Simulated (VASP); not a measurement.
Si, 10 atoms in the cell. The cell holds a slab with vacuum, 10 atoms: a = 3.867 Å, b = 3.867 Å, c = 28.419 Å, α = 90.00°, β = 90.00°, γ = 120.00°. The slab is cut from a database's or a generator's crystal, which needn't be the stable form of the element.

* Program: VASP 6.6.1
* Task: relaxation of the atoms
* Functional: PBE
* Potentials or basis: VASP PAW PBE potentials, release 64 (Si)
* Cutoff: 520 eV
* k mesh: 9 × 9 × 1
* Occupations: gaussian, width 0.03 eV
* Spin: no spin polarisation
* Dipole correction: yes
* Further INCAR settings: ALGO = Normal; EDIFF = 1e-06; IBRION = 2; EDIFFG = -0.02; NSW = 80

Potentials or basis: VASP PAW PBE potentials, release 64 (Si).

The run is started by

```sh
$ cat potpaw_PBE.64/Si/POTCAR > POTCAR
$ mpirun -np 4 vasp_std > vasp.out
```

Hardware: 4 MPI ranks on Intel(R) Xeon(R) Platinum 8488C (Sapphire Rapids) (shared host).

Question: How long does it take, and how much memory?

Answer: It took 6 min on 4 MPI ranks on Intel(R) Xeon(R) Platinum 8488C (Sapphire Rapids), with other jobs on the host, peak memory 0.51 GiB a rank. Counts: scf iterations 105, k points 12, ion steps 14.
